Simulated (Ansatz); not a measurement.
TaS$_{2}$, DFT, LDA, all-electron PAW with datasets made for the crystal, scalar-relativistic (Ansatz 0.2.0), run on 1 thread of Intel(R) Xeon(R) 6975P-C (Granite Rapids) on a shared host.

The geometry is COD entry 1537360, unchecked; take it as a test cell. It differs from other determinations. The listed cell was then made from it by scaling, straining or moving an atom.

Command: `ansatz run input.yaml --threads 1 --pin off --max-ram 6144MiB --backend cpu --events-out ev --progress --plain --runs-dir out`

```yaml
crystal:
  lattice:
    - [3.2830020782, 0.0, 0.0]
    - [-1.6415010391, 2.8431632004, 0.0]
    - [0.0, 0.0, 5.86]
  atoms:
    - { symbol: Ta, position: [0.0, 0.0, 0.0] }
    - { symbol: S, position: [0.3333333333, 0.6666666667, 0.25] }
    - { symbol: S, position: [0.6666666667, 0.3333333333, 0.75] }
kpoints:
  mp_grid: { grid: [9, 9, 5] }
scf:
  occupations: { method: fermi_dirac, width: 0.03 }
hamiltonian:
  xc: lda
  pseudopotentials: { kind: all_electron, datasets: crystal }
output:
  forces: true
  stress: true
  eigenvalues: true
  efg: { contact_densities: true }
```

(1) How large is the problem that the program sets up?

(2) About how long does it take, and how much memory does it use?

Results:

(1) 50 irreducible k-points, 1087 plane waves at Γ, 26 bands.

(2) 11 s of wall time for 9 SCF iterations, with a peak of 0.72 GiB. Times on shared machines scatter by tens of per cent.
